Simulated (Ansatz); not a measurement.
Crystal: InSe.

```
In Se
1.0
     5.82639   -2.05465    0.00000
     5.82639    2.05465    0.00000
    -1.72323    0.00000    4.77135
In Se
2 2
Cartesian
  10.2693 0.0000 0.2235
  -0.3398 0.0000 4.5479
  6.5489 0.0000 3.1918
  3.3807 0.0000 1.5795
```

The cell comes from a database or a generator and needn't be the stable form of this composition.

Base run:

* Program: Ansatz 0.2.0
* Functional: LDA
* Potentials or basis: Ansatz PAW
* Cutoff: 420 eV (not typed: the program's choice for these potentials)
* k mesh: 7 × 7 × 6
* Occupations: fermi-dirac, width 0.05 eV
* Spin: no spin polarisation

Its results: band gap on the k mesh 1.00 eV, indirect (least direct gap 1.06 eV); pressure -2.8 GPa; largest force 0.090 eV/Å.

**Question.** The run is repeated on the same cell with these changes: functional from LDA to r2SCAN; cutoff from 420 eV (not typed: the program's choice for these potentials) to 500 eV (not typed: the program's choice for these potentials). What comes out?

**Answer.** Band gap on the k mesh 1.51 eV, indirect (least direct gap 1.62 eV); pressure -0.1 GPa; largest force 0.025 eV/Å.

r2SCAN gives the wider gap, since meta-GGAs in the generalised Kohn-Sham scheme recover part of the derivative discontinuity.

Caveats: spin-orbit coupling is left out, which moves the levels of the heavy elements; the PAW data sets come from PBE, with cores solved anew for the run's functional, which leaves a small shift of forces and pressure.
